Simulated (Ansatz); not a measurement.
**GaN: N vacancy**

All numbers below come from Ansatz, DFT PBE, scalar-relativistic, plane waves, PAW. (420 eV cutoff, 2×2×2 k-mesh, shifted by half a step, Gaussian smearing of 0.01 eV, collinear spin in charge 0, +2 alone)

Host crystal, relaxed:

```yaml
crystal:
  lattice:
    - [3.21837, 0.00000, 0.00000]
    - [-1.60919, 2.78719, 0.00000]
    - [0.00000, 0.00000, 5.24317]
  atoms:
    - { symbol: Ga, position: [0.66667, 0.33333, 0.49913] }
    - { symbol: Ga, position: [0.33333, 0.66667, 0.99913] }
    - { symbol: N, position: [0.66667, 0.33333, 0.87587] }
    - { symbol: N, position: [0.33333, 0.66667, 0.37587] }
```

Supercell of 36 atoms, rows in host cell vectors: 1 2 -1; 1 -1 -1; -2 -1 -1. Atoms relax at the host's cell from a start displaced at random by 0.05 Å near the defect, so other minima may exist. The cell is small, so energies carry finite-size errors of tenths of an eV. The host's Kohn–Sham gap is 1.71 eV. Atoms are taken from and returned to the elements' standard states. Charged cells are corrected for image charges with the computed static dielectric tensor (mean 10.9) and aligned with the host's potential at far atoms (alignment terms reach 1.24 eV; the program doubts the alignment in some charges, where it is up to 1.24 eV). No band-filling term is added, and the Fermi level counts from the host's valence band top.

Defect: N vacancy at (0.667, 0.333, 0.876) of the host cell.

(1) What is the formation energy of the neutral defect?

(2) Does the neutral defect carry a moment, and how do its surroundings relax?

(3) Charges +3, +2, +1, 0, -1 were computed. Which is stable where in the gap?

## Answers

(1) 3.53 eV.

(2) It changes the cell's moment by 1.00 μB. The nearest neighbours before are 3 Ga at 1.97 Å, 1 Ga at 1.98 Å; after relaxation the atoms near the site are 3 Ga at 1.91 Å, 1 Ga at 1.93 Å; the largest move is 0.06 Å.

(3) Among the charges computed the stable one is +1 at the valence band top and stays so across the gap. In charge 0, -1 the extra carrier would gain by moving to a band edge of the host, so it isn't bound in the gap, though by less than the errors named above. Levels between neighbouring charges: (+3/+2) -0.10 eV, (+2/+1) -0.19 eV, (+1/0) 2.09 eV, (0/-1) 2.45 eV.